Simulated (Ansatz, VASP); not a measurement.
## SnTe in VASP and in Ansatz

```
Te Sn
1.0
     0.00000    3.08653    3.08653
     3.08653    0.00000    3.08653
     3.08653    3.08653    0.00000
Te Sn
1 1
Cartesian
  3.0865 3.0865 3.0865
  0.0000 0.0000 0.0000
```

Alike in both runs: task single point; functional SVWN5; k mesh 7 × 7 × 7; occupations fermi-dirac, width 0.05 eV; no spin polarisation.

|  | VASP | Ansatz |
| --- | --- | --- |
| version | VASP 6.6.1 | Ansatz 0.2.0 |
| potentials or method | VASP PAW PBE potentials, release 64 (Te, Sn_d) | Ansatz PAW |
| plane-wave cutoff (eV) | 520 | 420 |
| valence electrons in the cell | 20 | 30 |

Ansatz gave:

| Item | Value |
| --- | --- |
| gap on the k mesh at the Fermi level (eV) | 0.65 |
| least direct gap on the mesh (eV) | 0.65 |
| pressure (GPa) | 1.5 |

Question: What did VASP give for the same quantities?

Answer: gap on the k mesh at the Fermi level (eV): 0.64; least direct gap on the mesh (eV): 0.64; pressure (GPa): 1.5.

The two sets of potentials don't hold the same shells in valence.

Caveats: the PAW data sets were made with another functional, which shifts forces and pressure a little (VASP); the PAW data sets come from PBE, with cores solved anew for the run's functional, which leaves a small shift of forces and pressure (Ansatz). The runs have no spin-orbit coupling, so splittings on Te are missing.
